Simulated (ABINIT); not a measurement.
# CuO (P1) in ABINIT: reference runs

Aim: a first look at CuO with PBE, on the cell as given.

Everything below comes from runs of ABINIT 10.8.3 (patched build). Logs are shortened: lines on timing, memory, paths and dates and some standing lists are left out, and cuts for length are marked. The log counts tension as positive stress, the text compression.

## 1. The crystal as given

The typed cell holds 6 atoms: a = 4.161 Å, b = 4.161 Å, c = 3.888 Å, α = 90.00°, β = 90.00°, γ = 90.00°.

The cell comes from a database or a generator and needn't be the stable form of this composition.

## 2. Single point, PBE

File run.abi:

```
# Pseudopotentials
pp_dirpath "./"
pseudos "Cu.GGA_PBE-JTH.xml, O.GGA_PBE-JTH.xml"

# Structure
structure "poscar:POSCAR"
natom 6
chkprim 0
chksymtnons 0
tolsym 1.0e-6

# Plane-wave basis
ecut 26.0
pawecutdg 48.0
pawxcdev 0
pawovlp 30

# k points
kptopt 1
ngkpt 7 7 7
nshiftk 1
shiftk 0.0 0.0 0.0

# Exchange and correlation
ixc 11

# Bands and occupations
nband 45
occopt 3
tsmear 0.00183747

# SCF cycle
nstep 100
tolvrs 1.0e-9

# Output
iomode 3
prtwf 0
prtden 0
prteig 0
prtebands 0
enunit 1
```

File POSCAR:

```
CuO
1.0
    4.1609370000      0.0000000000      0.0000000000
    0.0000000000      4.1609370000      0.0000000000
    0.0000000000      0.0000000000      3.8876430000
Cu O
3 3
Direct
    0.9775528800      0.9881666000      0.9603305800  Cu
    0.0396695900      0.5261100300      0.5181672900  Cu
    0.4811597400      0.9934184900      0.5059234600  Cu
    0.0110367000      0.5028174100      0.9754800000  O
    0.4613573800      0.9887535000      0.9867417100  O
    0.0292236900      0.0007339600      0.5533569500  O
```

Potentials or basis: JTH PAW PBE v2.0.

Run with:

```
$ mpirun --bind-to none -np 4 abinit run.abi > log 2>&1
```

run.abo:

```text
.Version 10.8.3 of ABINIT
 Symmetries : space group P1 (#  1); Bravais aP (primitive triclinic)
================================================================================
 Values of the parameters that define the memory need of the present run
     intxc =       0    ionmov =       0      iscf =      17    lmnmax =      18
     lnmax =       6     mgfft =      40  mpssoang =       3    mqgrid =    3001
     natom =       6  nloc_mem =       2    nspden =       1   nspinor =       1
    nsppol =       1      nsym =       1    n1xccc =       1    ntypat =       2
    occopt =       3   xclevel =       2
       mpw =        2893          nfft =       57600          nkpt =         172
Pmy_natom=         2
 PAW method is used; the additional fine FFT grid is defined by:
   mgfftf=        50    nfftf =    120000
================================================================================
================================================================================

--------------------------------------------------------------------------------
------------- Echo of variables that govern the present computation ------------
--------------------------------------------------------------------------------
 -outvars: echo values of preprocessed input variables --------
            acell      1.0000000000E+00  1.0000000000E+00  1.0000000000E+00 Bohr
              amu      6.35460000E+01  1.59994000E+01
          chkprim           0
      chksymtnons           0
             ecut      2.60000000E+01 Hartree
           enunit           1
                       outvar_i_n : Printing only first  50 k-points.
              ixc          11
                       outvar_i_n : Printing only first  50 k-points.
         kptrlatt        7    0    0      0    7    0      0    0    7
          kptrlen      5.14260638E+01
            natom           6
            nband          45
            ngfft          40      40      36
          ngfftdg          50      50      48
             nkpt         172
            nstep         100
             nsym           1
           ntypat           2
                       prtocc : prtvol=0, do not print more k-points.
           occopt           3
        pawecutdg      4.80000000E+01 Hartree
          pawovlp      3.0000000000E+01
         pawxcdev           0
           prtden           0
        prtebands           0
           prteig           0
            prtwf           0
            rprim      7.8630313572E+00  0.0000000000E+00  0.0000000000E+00
                       0.0000000000E+00  7.8630313572E+00  0.0000000000E+00
                       0.0000000000E+00  0.0000000000E+00  7.3465805453E+00
          spgroup           1
           tolsym      1.00000000E-06
           tolvrs      1.00000000E-09
           tsmear      1.83747000E-03 Hartree
            typat      1  1  1  2  2  2
           useylm           1
                       outvars : Printing only first  50 k-points.
           xangst      4.0675359478E+00  4.1116989681E+00  3.7334224570E+00
                       1.6506266481E-01  2.1891106899E+00  2.0144494378E+00
                       2.0020753651E+00  4.1335517515E+00  1.9668497978E+00
                       4.5923013388E-02  2.0921915655E+00  3.7923179936E+00
                       1.9196789927E+00  4.1141410220E+00  3.8360995017E+00
                       1.2159793300E-01  3.0539613205E-03  2.1512542732E+00
            xcart      7.6865289487E+00  7.7699849619E+00  7.0551459561E+00
                       3.1192323010E-01  4.1368196632E+00  3.8067577319E+00
                       3.7833741234E+00  7.8112807376E+00  3.7168074486E+00
                       8.6781918180E-02  3.9536690618E+00  7.1664423903E+00
                       3.6276675458E+00  7.7745997750E+00  7.2491774499E+00
                       2.2978679084E-01  5.7711504949E-03  4.0652814035E+00
             xred      9.7755288000E-01  9.8816660000E-01  9.6033058000E-01
                       3.9669590000E-02  5.2611003000E-01  5.1816729000E-01
                       4.8115974000E-01  9.9341849000E-01  5.0592346000E-01
                       1.1036700000E-02  5.0281741000E-01  9.7548000000E-01
                       4.6135738000E-01  9.8875350000E-01  9.8674171000E-01
                       2.9223690000E-02  7.3396000000E-04  5.5335695000E-01
            znucl       29.00000    8.00000

================================================================================

 chkinp: Checking input parameters for consistency.

================================================================================
== DATASET  1 ==================================================================

--- !DatasetInfo
[... 141 lines left out ...]

 Mean square residual over all n,k,spin=   62.832E-10; max=  24.563E-06
 reduced coordinates (array xred) for    6 atoms
       0.977552880000      0.988166600000      0.960330580000
       0.039669590000      0.526110030000      0.518167290000
       0.481159740000      0.993418490000      0.505923460000
       0.011036700000      0.502817410000      0.975480000000
       0.461357380000      0.988753500000      0.986741710000
       0.029223690000      0.000733960000      0.553356950000
 rms dE/dt=  5.0464E-01; max dE/dt=  1.3969E+00; dE/dt below (all hartree)
    1       0.228149597123     -0.059513610820     -1.435276744642
    2       0.009954114544      0.165542629264      0.389777566089
    3      -0.236449896601     -0.022892062769      0.202228590656
    4       0.056022049541      0.071881228871     -0.359523736128
    5      -0.177558369033     -0.017880716875     -0.193056420430
    6       0.119971503055     -0.138757576311      1.396863138388

 cartesian coordinates (angstrom) at end:
    1      4.06753594784856     4.11169896810420     3.73342245702294
    2      0.16506266480583     2.18911068989811     2.01444943779747
    3      2.00207536507638     4.13355175152513     1.96684979780478
    4      0.04592301338790     2.09219156551317     3.79231799364000
    5      1.91967899266506     4.11414102202950     3.83609950168953
    6      0.12159793299753     0.00305396132052     2.15125427316885

 cartesian forces (hartree/bohr) at end:
    1     -0.02901358949949     0.00753444696097     0.19538960583260
    2     -0.00126405211781    -0.02108762382329    -0.05303267708896
    3      0.03007297300056     0.00287701315622    -0.02750393289610
    4     -0.00712285299293    -0.00917600906065     0.04896052881090
    5      0.02258330077445     0.00223968314107     0.02630137266736
    6     -0.01525577916478     0.01761248962568    -0.19011489732581
 frms,max,avg= 6.8487224E-02 1.9538961E-01  -1.886E-06  3.434E-05 -2.297E-05 h/b

 cartesian forces (eV/Angstrom) at end:
    1     -1.49193875798498     0.38743684028675    10.04733750211053
    2     -0.06500017333953    -1.08436921589183    -2.72704990156793
    3      1.54641444789716     0.14794196474968    -1.41430909420678
    4     -0.36627182747480    -0.47184935740034     2.51765161789818
    5      1.16128001704959     0.11516913768355     1.35247096093820
    6     -0.78448370614745     0.90567063057218    -9.77610108517220
 frms,max,avg= 3.5217546E+00 1.0047338E+01  -9.700E-05  1.766E-03 -1.181E-03 e/A
 length scales=  1.000000000000  1.000000000000  1.000000000000 bohr
              =  0.529177210544  0.529177210544  0.529177210544 angstroms
 Fermi (or HOMO) energy (eV) =   4.24574   Average Vxc (eV)= -10.71707
 Eigenvalues (   eV  ) for nkpt= 172  k points:
 kpt#   1, nband= 45, wtk=  0.00292, kpt=  0.0000  0.0000  0.0000 (reduced coord)
-108.83743 -108.07397 -108.06405  -66.50461  -66.08226  -66.06635  -65.60342  -65.56082
 -65.53199  -65.51553  -65.26208  -65.25499  -16.34250  -13.75274  -13.24955   -2.52797
  -2.43459   -2.42739    0.16642    0.35224    0.48719    0.72821    1.02306    1.22653
   1.29911    1.52313    1.64654    1.81067    1.94829    2.02769    2.17448    2.29495
   2.47426    2.56477    2.76858    2.84656    2.96939    3.13875    3.25001    5.38632
  10.11867   11.51480   12.80868   12.99067   15.07690
 prteigrs : prtvol=0 or 1, do not print more k-points.

--- !EnergyTerms
iteration_state     : {dtset: 1, }
comment             : Components of total free energy in Hartree
kinetic             :  5.54592577573894E+01
hartree             :  1.87043739682500E+02
xc                  : -1.69589201108486E+01
Ewald energy        : -3.36101027044509E+02
psp_core            :  2.07075943288721E+01
local_psp           : -4.59216285215557E+02
PAW spherical_terms : -9.30320994387348E+01
internal            : -6.42097740040888E+02
'-kT*entropy'       : -1.14720198536969E-03
total_energy        : -6.42098887242873E+02
total_energy_eV     : -1.74724008288804E+04
...

--- !EnergyTermsDC
iteration_state     : {dtset: 1, }
comment             : '"Double-counting" decomposition of free energy'
band_energy         : -6.87219174140378E+01
Ewald energy        : -3.36101027044509E+02
psp_core            :  2.07075943288721E+01
xc_dc               : -1.82040428498757E+02
PAW spherical_terms : -7.59419650635824E+01
internal            : -6.42097743692014E+02
'-kT*entropy'       : -1.14720198536969E-03
total_energy_dc     : -6.42098890894000E+02
total_energy_dc_eV  : -1.74724009282326E+04
...

--- !EnergyTermsWithPAWCore
iteration_state     : {dtset: 1, }
comment             : 'Components of total free energy, including PAW core contributions'
Total energy        : -5.19050477820592E+03
Total energy DC     : -5.19050478185704E+03
Total energy (eV)   : -1.41240830331371E+05
Total energy DC (eV): -1.41240830430723E+05
...

 Cartesian components of stress tensor (hartree/bohr^3)
  sigma(1 1)= -3.26295117E-04  sigma(3 2)=  3.88174871E-05
  sigma(2 2)= -2.42134103E-04  sigma(3 1)=  1.64024906E-04
  sigma(3 3)= -1.11185773E-03  sigma(2 1)= -1.00140097E-05

-Cartesian components of stress tensor (GPa)         [Pressure=  1.6479E+01 GPa]
- sigma(1 1)= -9.59993379E+00  sigma(3 2)=  1.14204990E+00
- sigma(2 2)= -7.12383125E+00  sigma(3 1)=  4.82577935E+00
- sigma(3 3)= -3.27119837E+01  sigma(2 1)= -2.94622339E-01

== END DATASET(S) ==============================================================
================================================================================

 -outvars: echo values of variables after computation  --------
            acell      1.0000000000E+00  1.0000000000E+00  1.0000000000E+00 Bohr
           etotal     -6.4209889089E+02
            fcart     -2.9013589499E-02  7.5344469610E-03  1.9538960583E-01
                      -1.2640521178E-03 -2.1087623823E-02 -5.3032677089E-02
                       3.0072973001E-02  2.8770131562E-03 -2.7503932896E-02
                      -7.1228529929E-03 -9.1760090607E-03  4.8960528811E-02
                       2.2583300774E-02  2.2396831411E-03  2.6301372667E-02
                      -1.5255779165E-02  1.7612489626E-02 -1.9011489733E-01
            rprim      7.8630313572E+00  0.0000000000E+00  0.0000000000E+00
                       0.0000000000E+00  7.8630313572E+00  0.0000000000E+00
                       0.0000000000E+00  0.0000000000E+00  7.3465805453E+00
           strten     -3.2629511745E-04 -2.4213410262E-04 -1.1118577271E-03
                       3.8817487095E-05  1.6402490615E-04 -1.0014009747E-05
           xangst      4.0675359478E+00  4.1116989681E+00  3.7334224570E+00
                       1.6506266481E-01  2.1891106899E+00  2.0144494378E+00
                       2.0020753651E+00  4.1335517515E+00  1.9668497978E+00
                       4.5923013388E-02  2.0921915655E+00  3.7923179936E+00
                       1.9196789927E+00  4.1141410220E+00  3.8360995017E+00
                       1.2159793300E-01  3.0539613205E-03  2.1512542732E+00
             xred      9.7755288000E-01  9.8816660000E-01  9.6033058000E-01
                       3.9669590000E-02  5.2611003000E-01  5.1816729000E-01
                       4.8115974000E-01  9.9341849000E-01  5.0592346000E-01
                       1.1036700000E-02  5.0281741000E-01  9.7548000000E-01
                       4.6135738000E-01  9.8875350000E-01  9.8674171000E-01
                       2.9223690000E-02  7.3396000000E-04  5.5335695000E-01
 Calculation completed.
```

It took 7.3 min on 4 MPI ranks of Arm Neoverse V2, shared host; peak memory 0.92 GiB.

What came out:

| Quantity | Value |
| --- | --- |
| Free energy | -17472.4009 eV |
| Pressure | 16.5 GPa |
| Largest force | 10.165 eV/Å |
| Band gap on the k mesh | none (metal or under the smearing width) |

Forces on the atoms (eV/Å):
```
Cu  -1.492  0.387 10.047
Cu  -0.065 -1.084 -2.727
Cu   1.546  0.148 -1.414
O   -0.366 -0.472  2.518
O    1.161  0.115  1.352
O   -0.784  0.906 -9.776
```

Stress tensor (GPa, compression positive):
```
 9.60  0.29 -4.83
 0.29  7.12 -1.14
-4.83 -1.14 32.71
```

Caveat: so large a pressure means that the cell lies far from this level's equilibrium, or that cutoff or potentials fall short; an odd number of electrons without spin polarisation forces a metal; a magnetic or distorted state may lie lower; the run has no spin polarisation, though such a crystal can be magnetic; semilocal functionals often make such compounds metallic where correlation or magnetic order opens a gap, which also shifts bond lengths; the atomic spheres overlap. With open d or f shells a metallic result of PBE can be an artefact of self-interaction; +U or a hybrid may open a gap.

(Part 1 of 2 ends here.)
